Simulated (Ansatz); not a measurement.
**ZrC (Fm-3m), a vibration from a frozen displacement**

These are results of DFT PBE, scalar-relativistic, plane waves, PAW in Ansatz, not measurements. The runs took a 420 eV cutoff, a Γ-centred 18×18×18 mesh and Gaussian smearing (0.15 eV). No spin polarisation. Energies are free energies at this smearing, counted from the undisturbed cell; pressure is positive in compression.

The starting cell (as given, not relaxed at this level; it stands at 1.2 GPa):

```xyz
2
Lattice="0.0000 2.3502 2.3502 2.3502 0.0000 2.3502 2.3502 2.3502 0.0000" Properties=species:S:1:pos:R:3 pbc="T T T"
Zr    2.3502    2.3502    2.3502
C     0.0000    0.0000    0.0000
```

Every Zr atom is moved by x along the Cartesian unit vector (0.707, -0.707, 0.000); the cell and all other atoms stay fixed. The cell's volume is 25.96 Å³; the moved atoms weigh 91.224 u together and the others 12.011 u. Some rows repeat others by symmetry and weren't run.

| x (Å) | ΔE (meV/cell) | total force on the moved atoms along the move (eV/Å) | pressure (GPa) |
| --- | --- | --- | --- |
| -0.3000 | 303.41 | 2.1335 | 8.2085 |
| -0.2625 | 229.66 | 1.8047 | 6.5472 |
| -0.2250 | 167.67 | 1.5066 | 5.1146 |
| -0.1875 | 116.35 | 1.2340 | 3.9077 |
| -0.1500 | 74.86 | 0.9815 | 2.9263 |
| -0.1125 | 42.61 | 0.7392 | 2.1629 |
| -0.0750 | 19.30 | 0.5047 | 1.6233 |
| -0.0375 | 4.89 | 0.2599 | 1.3048 |
| 0.0000 | 0.00 | 0.0000 | 1.1986 |
| 0.0375 | 4.89 | -0.2599 | 1.3048 |
| 0.0750 | 19.30 | -0.5047 | 1.6233 |
| 0.1125 | 42.61 | -0.7392 | 2.1629 |
| 0.1500 | 74.86 | -0.9815 | 2.9263 |
| 0.1875 | 116.35 | -1.2340 | 3.9077 |
| 0.2250 | 167.67 | -1.5066 | 5.1146 |
| 0.2625 | 229.66 | -1.8047 | 6.5472 |
| 0.3000 | 303.41 | -2.1335 | 8.2085 |

What frequency belongs to this motion?

The force constant is k = −dF/dx = 6.932 eV/Å², from the parabola through x = -0.0375, 0 and 0.0375. In every cell the moved atoms swing against the rest, so the mass is μ = m₁m₂/(m₁ + m₂) = 10.614 u, and ν̃ = 521.5 cm⁻¹ × √(|k|/μ) = 421 cm⁻¹, at this cell's pressure of 1.2 GPa. To first order in x, and within 1 %, the force on every atom lies along the move and, within each of the two groups, in proportion to the atom's mass, so this is itself a mode at the zone centre of this cell, taken without macroscopic field (the transverse frequency in a polar insulator).

How far does the harmonic law reach?

At x = -0.300 Å, kx²/2 = 311.92 meV against the computed 303.41 meV (-2.7 %): the well is still close to harmonic there.

The pressure changes with x². What does that say about the frequency under compression?

With E = k(V)x²/2, k ∝ V^(−2γ) and x scaling with the cell as V^(1/3), P − P0 = −∂E/∂V = (2γ − 2/3) ΔE/V. At x = 0.0750 Å, V(P − P0) = 25.96 × 0.42477 / 160.2 eV = 68.83 meV and ΔE = 19.30 meV, so γ = 1/3 + V(P − P0)/(2ΔE) = 2.12. This is the Grüneisen parameter of the motion under uniform scaling of the cell: shrinking the cell evenly by 1 % in volume raises the frequency by about 2.12 %.

The gap closes along the scan, which can put kinks into the curve.